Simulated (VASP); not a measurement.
CoO, 2 atoms in the cell. It takes space group P-6m2 (No. 187, hexagonal). Conventional cell: a = 2.828 Å, b = 2.828 Å, c = 2.722 Å, α = 90.00°, β = 90.00°, γ = 120.00°. Co (site symmetry -6m2) has 6 O at 2.13 Å as nearest neighbours. O (site symmetry -6m2) has 6 Co at 2.13 Å as nearest neighbours. The cell was built by a generator and needn't be a form met in nature.

- Program: VASP 6.6.1
- Task: relaxation of cell and atoms
- Functional: PBE
- Dispersion: MBD
- Potentials or basis: VASP PAW PBE potentials, release 64 (Co, O)
- Cutoff: 600 eV
- k mesh: 8 × 8 × 7
- Occupations: fermi-dirac, width 0.05 eV
- Spin: collinear spin, ferromagnetic start
- Starting moments: [2.0, 0.0] μB
- Further INCAR settings: ALGO = Fast; EDIFF = 1e-06; IBRION = 2; EDIFFG = -0.01; NSW = 60; ISIF = 3

Potentials or basis: VASP PAW PBE potentials, release 64 (Co, O).

Command:

```sh
$ cat potpaw_PBE.64/Co/POTCAR potpaw_PBE.64/O/POTCAR > POTCAR
$ mpirun -np 1 vasp_std > vasp.out
```

Hardware: 1 thread of AMD EPYC 7R43 64-Core Processor (Zen 3), with other jobs on the host.

Q: Estimate the wall time of this run.

A: Run time: 8.8 min on 1 thread of AMD EPYC 7R43 64-Core Processor (Zen 3), on a shared host, peak memory 0.15 GiB. Counts: scf iterations 75, k points 84, ion steps 8.
